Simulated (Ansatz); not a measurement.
Set up this calculation in Ansatz 0.2.0, as the native input.

| Property | Result |
| --- | --- |
| Task | elastic constants |
| Functional | PBEsol |
| Potentials or basis | all-electron LAPW, scalar-relativistic |
| Cutoff | 222 eV (chosen from the basis error) |
| Basis error allowed | 0.001 eV/atom |
| k mesh | 6 × 6 × 6 |
| Occupations | fermi-dirac, width 0.05 eV |
| Spin | no spin polarisation |

Crystal: MgS.

```
S Mg
1.0
     0.00000    2.83312    2.83312
     2.83312    0.00000    2.83312
     2.83312    2.83312    0.00000
S Mg
1 1
Direct
  0.25000 0.25000 0.25000
  0.00000 0.00000 0.00000
```

The cell comes from a database or a generator and needn't be the stable form of this composition.

The input as run:

input.yaml

```yaml
crystal:
  lattice:
    - [0.0, 2.8331200468, 2.8331200468]
    - [2.8331200468, 0.0, 2.8331200468]
    - [2.8331200468, 2.8331200468, 0.0]
  atoms:
    - { symbol: S, position: [0.25, 0.25, 0.25] }
    - { symbol: Mg, position: [0.0, 0.0, 0.0] }
kpoints:
  mp_grid: { grid: [6, 6, 6] }
scf:
  occupations: { method: fermi_dirac, width: 0.05 }
hamiltonian:
  xc: pbesol
  pseudopotentials: { kind: all_electron, lapw: { basis_error: 0.001 } }
output:
  forces: true
  stress: true
elastic:
  mode: relaxed_ion
  stencil: two_point
```

Potentials or basis: all-electron LAPW, scalar-relativistic.

The run is started by

```bash
$ ansatz run input.yaml --threads 1 --pin off --max-ram 3072MiB --backend cpu --events-out ev --progress --plain --runs-dir out
```

Results of the run:

* Pressure: -0.5 GPa
* Band gap on the k mesh: 3.28 eV, direct
* Elastic constants C11, C12, C44: 69, 49, 28 GPa
* Voigt bulk modulus: 56 GPa

Wall time 55 s on 1 thread of Arm Neoverse V1 (shared host), peak memory 0.28 GiB.
